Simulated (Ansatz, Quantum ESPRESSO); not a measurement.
# SiC(110), H on both faces: the vacuum level over the valence top of the mesh at a withheld member of a series

Method. Quantum ESPRESSO 7.5, PBE, GBRV ultrasoft. All atoms relax in a periodic cell with 16 Å of vacuum in the starting cell; runs with a sawtooth field of 0 and 0.1 V/Å and a dipole correction follow on the relaxed atoms, and bands along a path. Fermi-Dirac smearing of 0.002 Ry. The slabs take the lattice constants of the bulk relaxed by the same program. The series steps the number of layers.

```tsv
number of layers	vacuum level over the valence top of the mesh (eV)
3 layers	5.2578
4 layers	5.1763
6 layers	5.1062
7 layers	5.0883
8 layers	5.0800
9 layers	5.0748
11 layers	5.0672
```

One more run was made and is withheld. What is the vacuum level over the valence top of the mesh at 5 layers?

**Fit.** The rows at 4 layers and 6 layers give a slope of (5.1062 − (5.1763))/(6 − (4)) = −0.03505, so a straight line gives 5.1413 eV. A parabola through these and the row at 3 layers gives 5.1258 eV.

**The withheld run.** 5.1282 eV. The line misses by +0.0131 and the parabola by −0.0024 eV. The parabola does better.

Caveats: Semilocal gaps are too small; no spin-orbit coupling; every broken bond is capped, which crowds large atoms; the ions are held in the field.

[Logs are printed without paths, hosts, clocks, repeated set-up lines and the standing remarks that a program may print on its own settings, such as how far it seeks lower states.]
